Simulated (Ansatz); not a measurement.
# TiO2: the cost of one run

Computed with Ansatz 0.2.0 (reference: DFT PBE, plane waves, PAW, scalar-relativistic, collinear spin, unless a step's input says otherwise).

## Step 1: The starting structure

The structure is triclinic, space group P1 (No. 1). The conventional cell has a = 3.755 Å, b = 3.784 Å, c = 5.442 Å, α = 109.39°, β = 109.80°, γ = 90.31°. Ti (site symmetry 1) is surrounded by 6 O at 1.60 to 2.11 Å. Ti (site symmetry 1) is surrounded by 6 O at 1.71 to 2.07 Å. O (site symmetry 1) has 3 Ti at 1.79 to 2.05 Å as nearest neighbours. O (site symmetry 1) has 3 Ti at 1.71 to 2.11 Å as nearest neighbours. O (site symmetry 1) has 3 Ti at 1.73 to 2.07 Å as nearest neighbours. O (site symmetry 1) is surrounded by 3 Ti at 1.60 to 2.07 Å.

Coordinates:

```cif
data_structure
_symmetry_space_group_name_H-M 'P 1'
_symmetry_Int_Tables_number 1
_cell_length_a 5.4417
_cell_length_b 5.5106
_cell_length_c 5.5010
_cell_angle_alpha 140.129
_cell_angle_beta 139.540
_cell_angle_gamma 58.076
_cell_volume 68.02
loop_
_atom_site_label
_atom_site_type_symbol
_atom_site_fract_x
_atom_site_fract_y
_atom_site_fract_z
_atom_site_occupancy
Ti1 Ti 0.00062 0.96183 0.97884 1
Ti2 Ti 0.74475 0.23841 0.48899 1
O1 O 0.18575 0.18373 0.01366 1
O2 O 0.91648 0.43276 0.49733 1
O3 O 0.56658 0.07671 0.50927 1
O4 O 0.82466 0.80007 0.97548 1
```

## Step 2: Baseline

input.yaml

```yaml
crystal:
  lattice:
    - [-1.86014126, 1.84923646, 4.76786489]
    - [1.88421356, -1.92476618, 4.80745434]
    - [1.87027576, 1.93490068, -4.79788617]
  atoms:
    - { symbol: Ti, position: [0.00061606, 0.96182787, 0.97883676] }
    - { symbol: Ti, position: [0.74474537, 0.23841106, 0.4889855] }
    - { symbol: O, position: [0.18575429, 0.18373081, 0.01366495] }
    - { symbol: O, position: [0.9164831, 0.43276499, 0.49733227] }
    - { symbol: O, position: [0.56658101, 0.0767062, 0.50926648] }
    - { symbol: O, position: [0.82465598, 0.8000733, 0.97548197] }
kpoints:
  mp_grid: { grid: [5, 5, 7], shift: [0.5, 0.5, 0.0] }
magnetization:
  spin_polarized: true
scf:
  occupations: { method: fermi_dirac }
hamiltonian:
  pseudopotentials: { kind: paw }
  xc: pbe
basis:
  ecutwfc: 420
output:
  forces: true
  stress: true
  eigenvalues: true
```

The run is started by

```console
> ansatz run input.yaml --threads 1 --pin off --max-ram 2560MiB --backend cpu --events-out ev --progress --plain --runs-dir out
```

What time and memory should one allow on 1 thread of AMD EPYC 9R45 (Zen 5), shared host?

About 9.7 s, with a peak of 0.57 GiB.
